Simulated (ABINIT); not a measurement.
Input of an ABINIT 10.8.3 (patched build) run:

The input run.abi:

```
pp_dirpath "./"
pseudos "Mo.upf, S.upf"

acell 3*1.0 Angstrom
rprim
     3.1841260822     0.0000000000     0.0000000000
    -1.5920630411     2.7575340760     0.0000000000
     0.0000000000     0.0000000000    17.3345999500
ntypat 2
znucl 42 16
natom 3
typat 1 2 2
xred
     0.0000000000     0.0000000000     0.0000000000
     0.3333333333     0.6666666667     0.9105070200
     0.3333333333     0.6666666667     0.0894929800

ecut 35.0

kptopt 1
ngkpt 8 8 2
nshiftk 1
shiftk 0.0 0.0 0.0

ixc 7

nband 17
occopt 3
tsmear 0.00183747

nstep 100
tolvrs 1.0e-10

iomode 3
prtwf 0
prteig 0
prtebands 0
prtden 1
prtvha 1
prtvclmb 1
prtpot 1
prtelf 1
```

Potentials or basis: PseudoDojo NC SR LDA v0.4.1 standard.

Launch:

```sh
$ abinit run.abi > log 2>&1
```

Question: Predict the band gap on the k mesh.

Answer: 1.77 eV, indirect (least direct gap 1.98 eV).

Question: Estimate the largest force.

Answer: 0.385 eV/Å.

Forces on the atoms (eV/Å):
```
Mo   0.000  0.000  0.000
S    0.000  0.000  0.385
S    0.000  0.000 -0.385
```

A hybrid or GW would open this gap; LDA tends to underestimate it.
